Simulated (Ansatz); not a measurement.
Method: DFT PBE, scalar-relativistic, plane waves, PAW in Ansatz 0.2.0. All cells share a 420 eV cutoff and Γ-centred k meshes spaced at most about 0.3 Å⁻¹ (about 0.25 or finer for metals, 2π included). No spin polarisation.

All energies are static (0 K, no zero-point motion).

**Question.** Order these relaxed structures of SnO by energy, lowest first, with the energy over the lowest of them.
A.

Space group P4/nmm:1 (No. 129). a = 3.868 Å, b = 3.868 Å, c = 5.066 Å, α = 90.00°, β = 90.00°, γ = 90.00°
```csv
atom,site,symmetry,x,y,z
Sn,2c,4mm,0.0000,0.5000,0.2288
O,2a,-4m2,0.5000,0.5000,0.0000
```

B.

Space group Pm-3m (No. 221). a = 3.132 Å, b = 3.132 Å, c = 3.132 Å, α = 90.00°, β = 90.00°, γ = 90.00°
```tsv
atom	site	symmetry	x	y	z
Sn	1a	m-3m	0.0000	0.0000	0.0000
O	1b	m-3m	0.5000	0.5000	0.5000
```

C.

Space group P6_3/mmc (No. 194). a = 3.424 Å, b = 3.424 Å, c = 6.382 Å, α = 90.00°, β = 90.00°, γ = 120.00°
```tsv
atom	site	symmetry	x	y	z
Sn	2c	-6m2	0.3333	0.6667	0.2500
O	2a	-3m.	0.0000	0.0000	0.0000
```

**Answer.** A (0 meV/atom), C (490 meV/atom), B (771 meV/atom). Forms: A litharge type, P4/nmm; C anti-nickel arsenide type, P6_3/mmc; B caesium chloride type, Pm-3m. Counting O atoms around Sn (those within 1.25 times the shortest such distance or 1.15 times the sum of covalent radii; the shortest distance is added where it is long for a bond): A has Sn 4; C has Sn 6 from 2.5 Å; B has Sn 8 from 2.7 Å. Origin: A, reached from a Materials Project cell, among other starts; B and C, invented.

No dispersion correction is applied, so the spacing and binding between layers, chains or molecules are poorly described (P4/nmm), and this can change margins and order among such cells. Cells relaxed within their symmetry can be saddle points. Some candidate types were left out of the draw beforehand, so a known form may be missing.
